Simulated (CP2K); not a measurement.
Hf:

```
CELL_PARAMETERS angstrom
3.19670 0.00000 0.00000
-1.59835 2.76842 0.00000
0.00000 0.00000 5.05780
ATOMIC_POSITIONS crystal
Hf 0.66667 0.33333 0.75000
Hf 0.33333 0.66667 0.25000
```

Base run:

```yaml
Program: CP2K 2026.2
Functional: LDA
Potentials_or_basis: POTENTIAL_UZH Hf GTH-PBE-q12; TZVP-MOLOPT-PBE-GTH basis
Density_cutoff: 9184 eV
k_mesh: 10 × 10 × 5
Occupations: fermi-dirac, width 0.05 eV
Spin: no spin polarisation
```

Its results: band gap on the k mesh none (metal or under the smearing width); pressure -5.6 GPa.

**Question.** The run is repeated on the same cell with these changes: functional from LDA to PBE. What comes out?

**Answer.** Band gap on the k mesh none (metal or under the smearing width); pressure 0.8 GPa.

PBE binds less tightly than LDA, so the same cell stands under more pressure.

Caveats: spin-orbit coupling is left out, which moves the levels of the heavy elements; the basis of atomic orbitals isn't converged, which shifts pressures, moduli and gaps; the potentials were made for another functional, which shifts forces and pressure (some runs).
